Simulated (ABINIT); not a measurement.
Here is an ABINIT 10.8.3 (patched build) calculation.

File run.abi:

```
pp_dirpath "./"
pseudos "Bi.hgh, Te.hgh, Se.hgh"

acell 20.5520813478 20.5520813478 20.5520813478
rprim
     0.1986971078     0.1147178287     0.9733238306
    -0.1986971078     0.1147178287     0.9733238306
     0.0000000000    -0.2294356574     0.9733238306
ntypat 3
znucl 83 52 34
natom 5
typat 1 1 2 2 3
xcart
     0.0000000000     0.0000000000    23.5077759156
     0.0000000000     0.0000000000    36.5037157145
     0.0000000000     0.0000000000    46.8332603240
     0.0000000000     0.0000000000    13.1782313060
     0.0000000000     0.0000000000     0.0000000000

ecut 598.650497 eV

kptopt 1
ngkpt 5 5 5
nshiftk 1
shiftk 0.0 0.0 0.0

ixc 7

nband 18
occopt 3
tsmear 0.00183747

nstep 100
tolvrs 1.0e-10

iomode 3
prtwf 0
prteig 0
prtebands 0
enunit 2
prtden 1
prtvha 1
prtvclmb 1
prtpot 1
prtelf 1
```

Potentials or basis: HGH LDA.

Run with:

```bash
$ abinit run.abi > log 2>&1
```

Q: Predict the largest force.

A: 0.150 eV/Å.

Q: Predict the band gap on the k mesh.

A: 0.38 eV, direct.

Forces in eV/Å, atoms in the order of the input:
```
Bi   0.000  0.000 -0.012
Bi   0.000  0.000  0.012
Te   0.000  0.000 -0.150
Te   0.000  0.000  0.150
Se   0.000  0.000  0.000
```

Caveat: spin-orbit coupling is left out, which as a rule narrows the gap of such compounds by several tenths of an eV; an odd mesh through Γ misses points on the zone boundary, where band edges often lie; HGH potentials are hard and often keep d shells in the core, so these values are rough. As with any semilocal functional, this LDA gap is likely too small.
